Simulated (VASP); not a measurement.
## SiC (strained wurtzite): one r²SCAN single-point calculation in two programs

```
CELL_PARAMETERS angstrom
3.04460 0.00000 0.00000
-1.52230 2.63670 0.00000
0.00000 0.00000 5.05705
ATOMIC_POSITIONS crystal
Si 0.33333 0.66667 0.00021
Si 0.66667 0.33333 0.50021
C 0.33333 0.66667 0.37479
C 0.66667 0.33333 0.87479
```

Each program uses its own PAW datasets. VASP's cell holds 16 valence electrons and Ansatz's 16. Ansatz's stress includes a Pulay correction; VASP's doesn't.

Cutoffs: 520 eV in VASP, 500 eV in Ansatz. k meshes: 12×12×6 and 12×12×6.

|  | VASP | Ansatz |
| --- | --- | --- |
| gap between bands v and c | 2.54 eV | 2.53 eV |
| least direct gap | 4.63 eV | 4.62 eV |
| pressure | 4.2 GPa | 4.4 GPa |

Band v is the last that the valence electrons fill when counted band by band, and c is the next. Levels in eV from the top of v, Ansatz:

```
point    v−1      v     c   c+1
    Γ   0.00   0.00  5.70  6.69
    M  -3.46  -1.29  3.32  4.55
    K  -4.26  -4.13  2.53  8.91
    A  -0.72  -0.72  6.77  6.77
    L  -2.56  -2.56  3.68  3.68
    H  -1.93  -1.93  5.55  5.55
```

VASP:

```json
{"point": "Γ", "v−1": "0.00", "v": "0.00", "c": "5.71", "c+1": "6.71"}
{"point": "M", "v−1": "-3.46", "v": "-1.30", "c": "3.33", "c+1": "4.56"}
{"point": "K", "v−1": "-4.26", "v": "-4.13", "c": "2.54", "c+1": "8.92"}
{"point": "A", "v−1": "-0.72", "v": "-0.72", "c": "6.78", "c+1": "6.78"}
{"point": "L", "v−1": "-2.56", "v": "-2.56", "c": "3.69", "c+1": "3.69"}
{"point": "H", "v−1": "-1.94", "v": "-1.94", "c": "5.56", "c+1": "5.56"}
```
